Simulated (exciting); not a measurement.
Wanted: the native input for an exciting (release sodium) run.

* Task: single point
* Functional: PBEsol
* Potentials or basis: all-electron LAPW+lo, shipped species files, valence relativity iora*
* rgkmax: 7.5
* k mesh: 12 × 12 × 12
* Occupations: fermi-dirac, width 0.05 eV
* Spin: no spin polarisation
* gmaxvr (cutoff of density and potential): 14 1/bohr
* lmaxapw (and lmaxmat): 10
* lmaxvr: 8
* nempty: 8
* Valence relativity: iora*
* epsengy: 1e-05 Ha
* epspot: 1e-05 Ha
* maxscl: 60
* Muffin-tin radii: Al 2.0 bohr

Crystal: Al.

```
Al
1.0
    -1.69895    1.56431    1.60080
     1.63095   -1.58291    1.55140
     1.66037    1.54432   -1.61940
Al
1
Direct
  0.99931 0.01239 0.00585
```

The cell isn't the ideal one: cell strained at random at fixed volume.

One way to write it, as run:

input.xml

```xml
<input>
  <title>Al</title>
  <structure speciespath="./" tshift="false">
    <crystal scale="1">
      <basevect>-3.210550199433 2.956109915109 3.025069800849</basevect>
      <basevect>3.082054492137 -2.991264490205 2.931728668649</basevect>
      <basevect>3.137637006640 2.918351297413 -3.060224375945</basevect>
    </crystal>
    <species speciesfile="Al.xml" rmt="2">
      <atom coord="-0.000693000000 0.012387000000 0.005849000000"/>
    </species>
  </structure>
  <groundstate do="fromscratch" ngridk="12 12 12" rgkmax="7.5" gmaxvr="14" lmaxapw="10" lmaxmat="10" lmaxvr="8" xctype="GGA_PBE_SOL" stype="Fermi Dirac" swidth="0.00183747" nempty="8" ValenceRelativity="iora*" epsengy="1e-05" epspot="1e-05" maxscl="60" tforce="true" outputlevel="normal"/>
</input>
```

Potentials or basis: all-electron LAPW+lo, shipped species files, valence relativity iora*.

Run with:

```console
$ OMP_NUM_THREADS=1 exciting_smp
```

It gave:

```yaml
Band_gap_on_the_k_mesh: none (metal or under the smearing width)
All_electrons_inside_the_program's_atomic_spheres: Al 10.89 (radii Al 2.0 bohr)
```

Caveat: the log's total energy holds no entropy term; the free energy is that total less TS from the occupations.

It took 4.5 min on 1 thread of Arm Neoverse V1, on a shared host, peak memory 0.11 GiB.
